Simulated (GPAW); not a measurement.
Set up this calculation in GPAW 26.7.0, as an ASE script.

| Quantity | Value |
| --- | --- |
| Task | single point |
| Functional | PBE |
| Potentials or basis | GPAW PAW data sets (gpaw-data 1.2.1) |
| Cutoff | 600 eV |
| Basis | pw |
| k mesh | 7 × 7 × 6 |
| Occupations | gaussian, width 0.02 eV |
| Spin | no spin polarisation |
| Maxiter | 150 |

The structure of Se lies in POSCAR:

```
Se
1.0
    4.3662000000      0.0000000000      0.0000000000
   -2.1831000000      3.7812401180      0.0000000000
    0.0000000000      0.0000000000      4.9536000000
Se
3
Direct
    0.7746000000      0.7746000000      0.0000000000
    0.0000000000      0.2254000000      0.6666666667
    0.2254000000      0.0000000000      0.3333333333
```

One way to write it, as run:

run.py

```python
from ase.dft.bandgap import bandgap
from ase.io import read, write
from ase.units import Bohr, GPa
from gpaw import GPAW, PW
from gpaw.elf import elf_from_dft_calculation

atoms = read('POSCAR')

calc = GPAW(mode=PW(600),
            xc='PBE',
            kpts={'size': (7, 7, 6), 'gamma': True},
            occupations={'name': 'methfessel-paxton', 'order': 0, 'width': 0.02},
            nbands=19,
            convergence={'density': 1e-05, 'energy': 1e-05},
            maxiter=150,
            txt='gpaw.txt')
atoms.calc = calc
energy = atoms.get_potential_energy()
forces = atoms.get_forces()
stress = atoms.get_stress()
calc.write('gs.gpw')
write('result.traj', atoms)
print(f'Energy: {energy:.6f} eV')
print('Forces (eV/A):')
print(forces.round(4))
print('Stress (GPa):', (stress / GPa).round(3))
print('Fermi level:', round(calc.get_fermi_level(), 4), 'eV')
print(f'Gap: {bandgap(calc)[0]:.4f} eV, direct: {bandgap(calc, direct=True)[0]:.4f} eV')

# fields on the real-space grid
write('density.cube', atoms, data=calc.get_pseudo_density() * Bohr**3)
write('potential.cube', atoms, data=calc.get_electrostatic_potential())
write('elf.cube', atoms, data=elf_from_dft_calculation(calc).data)
```

Potentials or basis: GPAW PAW data sets (gpaw-data 1.2.1), pw.

Launch:

```console
$ OMP_NUM_THREADS=1 python run.py
```

Results of the run:

| Property | Result |
| --- | --- |
| Pressure | 2.8 GPa |
| Largest force | 0.420 eV/Å |
| Band gap on the k mesh | 1.21 eV, indirect (least direct gap 1.47 eV) |

Caveat: an odd mesh through Γ misses points on the zone boundary, where band edges often lie.

Run time: 67 s on 1 thread of Arm Neoverse V1, with other jobs on the host, peak memory 0.26 GiB.
